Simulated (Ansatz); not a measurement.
NbAs:

```
Nb As
1.0
    -1.72585    1.72585    5.84000
     1.72585   -1.72585    5.84000
     1.72585    1.72585   -5.84000
Nb As
2 2
Direct
  0.50000 0.00000 0.50000
  0.75000 0.75000 0.00000
  0.91600 0.41600 0.50000
  0.16600 0.16600 0.00000
```

* Program: Ansatz 0.2.0
* Task: single point
* Functional: PBE
* Potentials or basis: all-electron LAPW, scalar-relativistic
* Cutoff: 267 eV (chosen from the basis error)
* Basis error allowed: 0.001 eV/atom
* k mesh: 11 × 11 × 11
* Occupations: fermi-dirac, width 0.05 eV
* Spin: no spin polarisation

On this cell: pressure 3.3 GPa; largest force 0.298 eV/Å; band gap on the k mesh none (metal or under the smearing width).

The same run follows on a disturbed copy (atoms moved at random, drawn with an rms of 0.05 Å):

```
Nb As
1.0
    -1.72585    1.72585    5.84000
     1.72585   -1.72585    5.84000
     1.72585    1.72585   -5.84000
Nb As
2 2
Cartesian
  0.0091 1.7612 -0.0442
  0.0269 -0.0027 8.7819
  0.0417 1.6723 4.7763
  0.0216 -0.0147 1.9139
```

Problem. What changes?

Solution. The energy (extrapolated to zero smearing) moves by +32.0 meV/atom; pressure 4.2 GPa; largest force 1.544 eV/Å; band gap on the k mesh none (metal or under the smearing width).

Forces on the atoms (eV/Å):
```
Nb   0.289 -0.953 -0.099
Nb   0.015 -0.005 -1.518
As  -0.357  0.655  1.353
As   0.053  0.304  0.265
```

Stress tensor (GPa, compression positive):
```
 4.99 -0.25  0.22
-0.25  1.65 -0.57
 0.22 -0.57  5.89
```
